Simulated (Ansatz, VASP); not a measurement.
Two plane-wave programs on Pb

File INCAR:

```
SYSTEM = Pb
PREC = Accurate
ENCUT = 520
EDIFF = 1E-6
ISMEAR = 0
SIGMA = 0.1
LREAL = .False.
LASPH = .True.
NELM = 80
ALGO = Normal
ISIF = 2
LWAVE = .False.
LCHARG = .True.
GGA = PE
LELF = .True.
LVHAR = .True.
NBANDS = 13
```

KPOINTS

```
Automatic mesh
0
Gamma
  16 16 16
  0 0 0
```

POSCAR

```
Pb
1.0
    0.0000000000      2.4200641640      2.4200641640
    2.4200641640      0.0000000000      2.4200641640
    2.4200641640      2.4200641640      0.0000000000
Pb
1
Direct
    0.0000000000      0.0000000000      0.0000000000
```

Input for Ansatz:

```yaml
crystal:
  lattice:
    - [0.0, 2.420064164, 2.420064164]
    - [2.420064164, 0.0, 2.420064164]
    - [2.420064164, 2.420064164, 0.0]
  atoms:
    - { symbol: Pb, position: [0.0, 0.0, 0.0] }
basis:
  ecutwfc: 420
kpoints:
  mp_grid: { grid: [16, 16, 16] }
hamiltonian:
  xc: pbe
scf:
  occupations: { method: gaussian, width: 0.1 }
output:
  forces: true
  stress: true
  eigenvalues: true
  populations: true
```

Alike in both runs: task single point; functional PBE; k mesh 16 × 16 × 16; occupations gaussian, width 0.1 eV; no spin polarisation.

|  | VASP | Ansatz |
| --- | --- | --- |
| version | VASP 6.6.1 | Ansatz 0.2.0 |
| potentials or method | VASP PAW PBE potentials, release 64 (Pb_d) | scalar-relativistic, plane waves, PAW |
| plane-wave cutoff (eV) | 520 | 420 |
| valence electrons in the cell | 14 | 14 |

|  | VASP | Ansatz | Ansatz less VASP |
| --- | --- | --- | --- |
| gap on the k mesh at the Fermi level (eV) | none | none | - |
| pressure (GPa) | 6.4 | 6.4 | +0.08 |

A gap of «none» marks a metal or a gap that the smearing closes.

Spin-orbit coupling is left out, which matters for the levels of Pb.
